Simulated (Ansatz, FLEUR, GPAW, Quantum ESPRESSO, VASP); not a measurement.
## TiPt3: 5 runs at one level of theory

```
CELL_PARAMETERS angstrom
3.89700 0.00000 0.00000
0.00000 3.89700 0.00000
0.00000 0.00000 3.89700
ATOMIC_POSITIONS crystal
Pt 0.50000 0.50000 0.00000
Pt 0.50000 0.00000 0.50000
Pt 0.00000 0.50000 0.50000
Ti 0.00000 0.00000 0.00000
```

Alike in all runs: task equation of state; functional PBEsol; k mesh 7 × 7 × 7; occupations fermi-dirac, width 0.05 eV; no spin polarisation; no spin-orbit coupling.

```tsv
program and potentials	plane-wave cutoff (eV)	notes	equilibrium volume (Å³/atom)	bulk modulus (GPa)
GPAW, PAW data sets generated for this functional	600	-	14.83	261.9
VASP, PBE PAW files Pt, Ti_sv, 520 eV	520	potentials made for PBE	14.81	266.2
Quantum ESPRESSO, GBRV 1.5 PBEsol	612	-	14.80	266.7
FLEUR, all-electron, FLAPW	-	-	14.83	265.9
Ansatz, all-electron LAPW, scalar-relativistic	-	-	14.82	265.5
```

The equilibrium volume spans 14.80 (Quantum ESPRESSO, GBRV 1.5 PBEsol) to 14.83 Å³/atom (GPAW, PAW data sets generated for this functional), with all-electron results at 14.82 to 14.83. The bulk modulus spans 261.9 (GPAW, PAW data sets generated for this functional) to 266.7 GPa (Quantum ESPRESSO, GBRV 1.5 PBEsol), with all-electron results at 265.5 to 265.9. For a metal such a mesh isn't converged, which the comparison doesn't need.

Differences between rows come from potentials, basis sets and numerical settings, since the functional is the same but for its coding. Runs on potential files found faulty are left out.
